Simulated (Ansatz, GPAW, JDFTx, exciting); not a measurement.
# BP: programs and potentials compared

```
P B
1.0
     0.00000    2.26900    2.26900
     2.26900    0.00000    2.26900
     2.26900    2.26900    0.00000
P B
1 1
Direct
  0.75000 0.75000 0.75000
  0.00000 0.00000 0.00000
```

Alike in all runs: task single point; functional PBE; k mesh 10 × 10 × 10; occupations gaussian, width 0.011 eV; no spin polarisation; no spin-orbit coupling. Pressure is positive in compression and, in plane waves, holds the error of the finite cutoff, which Ansatz's Pulay term estimates and takes out.

```json
{"program and potentials": "Ansatz, Ansatz PAW", "plane-wave cutoff (eV)": "420", "notes": "Pulay term of +0.13 GPa included", "band gap (eV)": "1.24", "pressure (GPa)": "1.13"}
{"program and potentials": "exciting, all-electron LAPW+lo, shipped species files, valence relativity iora*", "plane-wave cutoff (eV)": "-", "notes": "-", "band gap (eV)": "1.25", "pressure (GPa)": "-"}
{"program and potentials": "JDFTx, PseudoDojo-SR-PBE-0.5-standard with smoothed tails", "plane-wave cutoff (eV)": "1034", "notes": "-", "band gap (eV)": "1.25", "pressure (GPa)": "0.99"}
{"program and potentials": "GPAW, GPAW PAW data sets (gpaw-data 1.2.1)", "plane-wave cutoff (eV)": "800", "notes": "-", "band gap (eV)": "1.24", "pressure (GPa)": "1.38"}
{"program and potentials": "Ansatz, all-electron LAPW, scalar-relativistic", "plane-wave cutoff (eV)": "-", "notes": "-", "band gap (eV)": "1.25", "pressure (GPa)": "1.09"}
```

The band gap spans 1.24 (Ansatz, Ansatz PAW) to 1.25 eV (JDFTx, PseudoDojo-SR-PBE-0.5-standard with smoothed tails), with all-electron results at 1.25. The pressure spans 0.99 (JDFTx, PseudoDojo-SR-PBE-0.5-standard with smoothed tails) to 1.38 GPa (GPAW, GPAW PAW data sets (gpaw-data 1.2.1)), with all-electron results at 1.09. The gap is indirect and read on the mesh alone.

The functional is the same throughout but for its coding, so the spread measures potentials, basis and numerics; runs on potential files found faulty are left out.
